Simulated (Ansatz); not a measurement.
Crystal: Rb.

```xyz
1
Lattice="-2.9173 2.7784 2.7864 2.8200 -2.8292 2.7399 2.8911 2.8030 -2.8372" Properties=species:S:1:pos:R:3 pbc="T T T"
Rb   -0.0046   -0.0300    0.0153
```

The cell isn't the ideal one: cell strained at random at fixed volume.

| Quantity | Value |
| --- | --- |
| Program | Ansatz 0.2.0 |
| Task | relaxation of cell and atoms |
| Functional | PBE |
| Potentials or basis | all-electron LAPW, relativistic spinors |
| Basis error allowed | 0.001 eV/atom |
| k mesh | 5 × 5 × 5 |
| Occupations | fermi-dirac, width 0.05 eV |
| Spin | non-collinear spin, random start, spin-orbit coupling |
| Starting moments | [[0.112, 0.14, 0.228]] μB |

At the start: volume 88.04 Å³/atom.

Question: How do energy, volume and symmetry change on relaxing?

Answer: Over 13 steps the energy falls by 22.1 meV/atom and the volume is 90.02 Å³/atom (+2.2 %); space group Fmmm (No. 69, to 0.05 Å); moment 0.00 μB per cell.

Step by step:
```
step  energy change (eV)  largest force (eV/Å)  volume (Å³)
   1              0.0000                0.0000        88.04
   2             -0.0005                0.0000        88.29
   3             -0.0064                0.0000        91.30
   4             -0.0098                0.0000        93.49
   5             -0.0116                0.0000        94.22
   6             -0.0151                0.0000        94.24
   7             -0.0187                0.0000        92.68
   8             -0.0212                0.0000        90.30
   9             -0.0214                0.0000        89.60
  10             -0.0215                0.0000        89.66
  11             -0.0216                0.0000        90.12
  12             -0.0217                0.0000        90.02
  13             -0.0221                0.0000        90.02
```

Final structure:
```cif
data_structure
_symmetry_space_group_name_H-M 'P 1'
_symmetry_Int_Tables_number 1
_cell_length_a 5.0164
_cell_length_b 4.9532
_cell_length_c 4.9644
_cell_angle_alpha 92.791
_cell_angle_beta 118.148
_cell_angle_gamma 118.035
_cell_volume 90.02
loop_
_atom_site_label
_atom_site_type_symbol
_atom_site_fract_x
_atom_site_fract_y
_atom_site_fract_z
_atom_site_occupancy
Rb1 Rb 0.99735 0.00191 0.99385 1
```

Caveat: the starting moments weren't kept.
